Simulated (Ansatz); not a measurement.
Input of an Ansatz 0.2.0 run:

input.yaml

```yaml
crystal:
  lattice:
    - [0.0, 2.703, 2.703]
    - [2.703, 0.0, 2.703]
    - [2.703, 2.703, 0.0]
  atoms:
    - { symbol: Ni, position: [0.0, 0.0, 0.0], spin: 1.0 }
    - { symbol: Si, position: [0.75, 0.75, 0.75] }
    - { symbol: Si, position: [0.25, 0.25, 0.25] }
hamiltonian:
  xc: pbe
  pseudopotentials: { kind: paw }
  hubbard: { sites: [{ species: Ni, l: d, u_eff: 4.0 }] }
magnetization:
  spin_polarized: true
kpoints:
  mp_grid: { grid: [9, 9, 9] }
scf:
  occupations: { method: fermi_dirac, width: 0.05 }
output:
  forces: true
  stress: true
  eigenvalues: true
relax:
  f_tol: 0.01
  max_steps: 40
  cell: { stress_tol: 0.05 }
```

Potentials or basis: Ansatz PAW.

Run with:

```console
$ ansatz run input.yaml --threads 2 --pin off --max-ram 5632MiB --backend cpu --events-out ev --progress --plain --runs-dir out
```

Problem. What does it give for the space group after relaxing (to 0.05 Å)?

Solution. Fm-3m (No. 225).

Problem. Predict the absolute moment.

Solution. 0.00 μB per cell.

Eigenvalues of the final occupation matrices:
```tsv
site	spin	trace	eigenvalues
site 1	1	4.48	0.86 0.86 0.86 0.94 0.94
site 1	2	4.48	0.86 0.86 0.86 0.94 0.94
```

Caveat: the magnetic or orbital state may not be the lowest; the U is typed as a test and isn't derived for this compound; the starting moments weren't kept. PBE usually gives volumes a little too large and moduli too small.
